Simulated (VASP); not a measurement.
Input of a VASP 6.6.1 run:

The input INCAR:

```
  PREC = Accurate
  ENCUT = 600
  EDIFF = 1E-7
  ISMEAR = -1
  SIGMA = 0.05
  LREAL = False
  LASPH = True
  NELM = 60
  ALGO = Normal
  ISIF = 3
  LWAVE = False
  LCHARG = False
  GGA = MK
  LUSE_VDW = True
  AGGAC = 0.0
  PARAM1 = 0.1234
  PARAM2 = 1.0
  IBRION = 2
  NSW = 40
  EDIFFG = -0.01
```

Contents of KPOINTS:

```
Automatic mesh
0
Gamma
  7 7 7
```

The input POSCAR:

```
Sn
1.0
    0.0000000000      3.2333428000      3.2333428000
    3.2333428000      0.0000000000      3.2333428000
    3.2333428000      3.2333428000      0.0000000000
Sn
2
Direct
    0.7500000000      0.7500000000      0.7500000000
    0.5000000000      0.5000000000      0.5000000000
```

Potentials or basis: VASP PAW PBE potentials, release 64 (Sn_d).

Command:

```sh
$ cat potpaw_PBE.64/Sn_d/POTCAR > POTCAR
$ mpirun -np 1 vasp_std > vasp.out
```

Q: Predict the relaxed cell.

A: a = 4.661 Å, b = 4.661 Å, c = 4.661 Å, α = 60.00°, β = 60.00°, γ = 60.00°.

Q: Predict the relaxed volume.

A: 35.79 Å³/atom.

The path:
```csv
step,energy change (eV),largest force (eV/Å),pressure (GPa),volume (Å³)
1,0.0000,0.0000,2.55,67.61
2,-0.0267,0.0000,-0.70,73.00
3,-0.0298,0.0000,0.00,71.58
```

Caveat: the PAW data sets were made with another functional, which shifts forces and pressure a little. Zero-point motion and thermal expansion aren't in these numbers.
